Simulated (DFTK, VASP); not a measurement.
Given: the input of a run of DFTK 0.8.2 on Fe. 

Contents of run.jl:

```julia
using DFTK
using PseudoPotentialData
using Unitful, UnitfulAtomic
using LinearAlgebra, Printf
include("save.jl")
disable_threading()

# lattice vectors are the columns
lattice = austrip(1u"Å") * [        -1.443          1.443          1.443;
                    1.443         -1.443          1.443;
                    1.443          1.443         -1.443]
symbols   = [:Fe]
positions = [[0.0, 0.0, 0.0]]
pseudopotentials = PseudoFamily("dojo.nc.sr.pbe.v0_4_1.standard.upf")
elements = Dict(s => ElementPsp(s, pseudopotentials) for s in unique(symbols))
atoms    = [elements[s] for s in symbols]
magnetic_moments = [3.0]

build_model(lattice, positions; symmetries=true) =
    model_DFT(lattice, atoms, positions;
              functionals=PBE(),
              magnetic_moments,
              spin_polarization=:collinear,
              temperature=austrip(0.05u"eV"),
              smearing=Smearing.FermiDirac(),
              symmetries)
Ecut  = 45.0  # hartree
kgrid = [13, 13, 13]
tol   = 1e-6
to_GPa = ustrip(uconvert(u"GPa", 1u"hartree/bohr^3"))

model = build_model(lattice, positions)
basis = PlaneWaveBasis(model; Ecut, kgrid)
display(basis)
scfres = self_consistent_field(basis;
                               tol,
                               ρ=guess_density(basis, magnetic_moments),
                               nbandsalg=AdaptiveBands(model; n_bands_converge=14))
display(scfres.energies)
@printf "Fermi level: %.6f eV\n" ustrip(auconvert(u"eV", something(scfres.εF, NaN)))
forces = compute_forces_cart(scfres)
println("Forces (eV/Å)")
for (s, f) in zip(symbols, forces)
    @printf "%-3s %12.6f %12.6f %12.6f\n" s ustrip.(auconvert.(u"eV/Å", f))...
end
stress = compute_stresses_cart(scfres)
println("Stress (GPa)")
display(round.(stress * to_GPa; digits=4))
@printf "Total moment: %.4f μB\n" sum(spin_density(scfres.ρ)) * scfres.basis.dvol
println("Levels at the first k-point (eV): ", round.(ustrip.(auconvert.(u"eV", scfres.eigenvalues[1][1:scfres.n_bands_converge])); digits=4))
save_scf!(scfres; forces, stress)
```

Potentials or basis: dojo.nc.sr.pbe.v0_4_1.standard.upf (PBE).

The run is started by

```sh
$ julia --threads=1 run.jl  # save.jl only writes the numbers to a file and isn't shown; printed stress counts tension as positive; times include loading and compiling
```

Task: What does the same run look like in VASP 6.6.1? Potentials or basis there: PBE PAW files Fe, 520 eV.

Result: As run (cutoffs and basis follow the program's own potentials, and thresholds, step limits or extra output files can differ):

File INCAR:

```
  PREC = Accurate
  ENCUT = 520
  EDIFF = 1E-7
  ISMEAR = -1
  SIGMA = 0.05
  LREAL = F
  LASPH = T
  NELM = 150
  ALGO = Normal
  ISIF = 2
  LWAVE = F
  LCHARG = F
  ISPIN = 2
  MAGMOM = 3
  LORBIT = 11
  LMAXMIX = 4
  GGA = PE
  NBANDS = 14
```

File KPOINTS:

```
regular mesh
0
Gamma
  13 13 13
```

POSCAR

```
Fe
1.0
   -1.4430000000      1.4430000000      1.4430000000
    1.4430000000     -1.4430000000      1.4430000000
    1.4430000000      1.4430000000     -1.4430000000
Fe
1
Direct
    0.0000000000      0.0000000000      0.0000000000
```

Potentials or basis: VASP PAW PBE potentials, release 64 (Fe).

Launch:

```console
$ cat potpaw_PBE.64/Fe/POTCAR > POTCAR
$ mpirun -np 1 vasp_std > vasp.out
```

Both were run:

|  | DFTK | VASP |
| --- | --- | --- |
| Pressure | -5.0 GPa | -9.1 GPa |
| Net moment | 2.46 μB per cell | 2.28 μB per cell |

The potentials hold 16 and 8 valence electrons a cell.

The magnetic state is the one that the start led to; the real crystal's order can differ.

The two runs disagree by more than potentials and bases usually give (in gap, levels, pressure or energy); the cause wasn't traced.

Pressure is positive in compression.
